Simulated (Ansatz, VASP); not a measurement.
**LiF in VASP and in Ansatz**

```
CELL_PARAMETERS angstrom
0.00000 2.07467 2.07467
2.07467 0.00000 2.07467
2.07467 2.07467 0.00000
ATOMIC_POSITIONS crystal
Li 0.00000 0.00000 0.00000
F 0.50000 0.50000 0.50000
```

Change from the starting cell: hydrostatic strain +4.0%.

Alike in both runs: task single point; functional PBE; k mesh 10 × 10 × 10; occupations fermi-dirac, width 0.02 eV; no spin polarisation.

|  | VASP | Ansatz |
| --- | --- | --- |
| version | VASP 6.6.1 | Ansatz 0.2.0 |
| potentials or method | VASP PAW PBE potentials, release 64 (Li_sv, F) | plane waves, PAW |
| plane-wave cutoff (eV) | 520 | 420 |
| valence electrons in the cell | 10 | 10 |

|  | VASP | Ansatz | Ansatz less VASP |
| --- | --- | --- | --- |
| gap on the k mesh at the Fermi level (eV) | 8.34 | 8.34 | +0.002 |

 A k mesh can miss the band edges.
